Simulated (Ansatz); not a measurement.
# VN (Fm-3m): zero-pressure volume and bulk modulus with BLYP

What volume and stiffness does BLYP give for VN (Fm-3m)?

Program: Ansatz 0.2.0. Level of theory: DFT BLYP, scalar-relativistic, plane waves, PAW. These are calculated values, not measurements.

1 further run of the same task is left out (it didn't finish). Runs told in other sessions of the task aren't counted.

## Step 1: The starting structure

It takes space group Fm-3m (No. 225, cubic). The conventional cell has a = 4.128 Å, b = 4.128 Å, c = 4.128 Å, α = 90.00°, β = 90.00°, γ = 90.00°. V (site symmetry m-3m) is surrounded by 6 N at 2.06 Å. Around N (site symmetry m-3m) lie 6 V at 2.06 Å.

Structure file:

```
CELL_PARAMETERS angstrom
0.00000 2.06400 2.06400
2.06400 0.00000 2.06400
2.06400 2.06400 0.00000
ATOMIC_POSITIONS crystal
V 0.00000 0.00000 0.00000
N 0.50000 0.50000 0.50000
```

At PBE, an earlier run found -2.71 GPa for this cell of 8.793 Å³/atom (10×10×10 mesh), a metal on this mesh, no moment left.

## Step 2: At the given cell

File input.yaml:

```yaml
crystal:
  lattice:
    - [0.0, 2.0640009277, 2.0640009277]
    - [2.0640009277, 0.0, 2.0640009277]
    - [2.0640009277, 2.0640009277, 0.0]
  atoms:
    - { symbol: V, position: [0.0, 0.0, 0.0], spin: 0.05 }
    - { symbol: "N", position: [0.5, 0.5, 0.5] }
basis:
  ecutwfc: 420
  ecutrho_ratio: 4
kpoints:
  mp_grid: { grid: [10, 10, 10] }
hamiltonian:
  xc: blyp
scf:
  occupations: { method: gaussian, width: 0.05 }
output:
  forces: true
  stress: true
  eigenvalues: true
  populations: true
magnetization:
  spin_polarized: true
checkpoint:
  read: start.run
  write: ck
  compress: false
  write_wavefunctions: false
  write_every: 100000
```

start.run holds the state of a PBE run on this cell.

On the command line:

```bash
$ ansatz run input.yaml --threads 4 --pin off --max-ram 8192MiB --backend cpu --events-out ev --progress --plain --runs-dir out
```

The runs that follow: A step to a new volume; A step to a new volume; Volume × 0.98 of the new zero; Volume × 1.02 of the new zero; Volume × 0.96 of the new zero; Volume × 1.04 of the new zero.

Before running it: what results should come out? Wanted: V0; B0; gap on the mesh.

The runs gave:

| quantity | value |
| --- | --- |
| V0 | 9.047 Å³/atom |
| B0 | 287 GPa |
| gap on the mesh | none (metal) |
| time in all | 19 s |

What this shows: BLYP puts the minimum at 9.05 Å³/atom, +2.9 % from the cell given, which stood at -2.7 GPa under PBE, with a bulk modulus of 287 GPa. The PAW datasets were made for PBE. A run loses the moments it was seeded with; other starts can end magnetic.
